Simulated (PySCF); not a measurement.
Molecule: hydrogen oxalate (O=C([O-])C(=O)O, [C2HO4]-).

Bonds (- single, = double, # triple, : aromatic): O1=C2, C2-O3, C2-C4, C4=O5, C4-O6. O6 carries H7. Formal charges: O3 -1.

Total charge -1.

Frames of a GFN2-xTB Langevin trajectory at 300 K; GIAO PBE0/pcSseg-1 shieldings in PySCF 2.14.0 with density-fitted response routines, gas phase, non-relativistic; equivalent atoms averaged within each frame.

References, each an isolated molecule treated in the same way: $^{17}$O (336.08 ppm) vs H2O; $^{13}$C (186.93 ppm) and $^{1}$H (31.72 ppm) against TMS. The references are static minima.

Task: How do the shifts (ppm) fluctuate along the trajectory?

Result: 
```tsv
time (fs)	O5	O1/O3	O6	C4	C2	H7
optimised geometry	415.2	334.9	222.0	175.1	157.9	4.59
250	359.5	348.4	198.7	171.9	167.2	4.44
425	367.9	344.9	227.2	177.6	162.6	3.66
625	424.0	325.8	219.6	191.1	156.6	5.30
800	428.5	367.0	248.5	187.7	164.5	5.96
1000	382.8	351.3	241.3	182.5	165.1	4.76
mean of frames	392.5	347.5	227.1	182.2	163.2	4.82
standard deviation	31.9	14.8	19.5	7.7	4.0	0.87
```

5 frames give an uncertainty of the mean of about the standard deviation over 2.2 at best, since frames this close in time may not be independent; classical motion lacks zero-point vibration, and the reference would need the same averaging.
